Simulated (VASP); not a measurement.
Write the native input for VASP 6.6.1 that does the following.

```yaml
Task: single point
Functional: PBEsol
Potentials_or_basis: VASP PAW PBE potentials, release 64 (Na_pv, Cl)
Cutoff: 520 eV
k_mesh: 9 × 9 × 12
Occupations: gaussian, width 0.1 eV
Spin: no spin polarisation
Dipole_correction: no
Further_INCAR_settings: ALGO = Fast; EDIFF = 1e-07; NBANDS = 14; ISYM = 0
```

The structure of NaCl lies in POSCAR:

```
NaCl
1.0
    3.8601906191      0.0000000000     -0.0000006694
    0.0000000000      3.8601906191     -0.0000006694
    1.9300948089      1.9300948089      2.8280673293
Na Cl
1 1
Direct
    0.0000000000      0.0000000000      0.0000000000
    0.5000000000      0.5000000000      0.0000000000
```

The cell isn't the ideal one: band edges of the strained film's bulk.

One way to write it, as run:

INCAR

```
  ALGO = Fast
  EDIFF = 1E-7
  ENCUT = 520
  GGA = PS
  ISIF = 2
  ISMEAR = 0
  ISYM = 0
  LASPH = True
  LCHARG = False
  LREAL = False
  LWAVE = False
  NBANDS = 14
  NELM = 100
  PREC = Accurate
  SIGMA = 0.1
```

KPOINTS

```
k-points
0
Gamma
  9 9 12
```

Potentials or basis: VASP PAW PBE potentials, release 64 (Na_pv, Cl).

Command:

```bash
$ cat potpaw_PBE.64/Na_pv/POTCAR potpaw_PBE.64/Cl/POTCAR > POTCAR
$ mpirun -np 1 vasp_std > vasp.out
```

It gave:

| Item | Value |
| --- | --- |
| Pressure | 1.3 GPa |
| Band gap on the k mesh | 5.16 eV, direct |

Caveat: the PAW data sets were made with another functional, which shifts forces and pressure a little; an odd mesh through Γ misses points on the zone boundary, where band edges often lie.

Wall time 10 min on 1 thread of Intel(R) Xeon(R) Platinum 8488C (Sapphire Rapids), with other jobs on the host, peak memory 0.35 GiB.
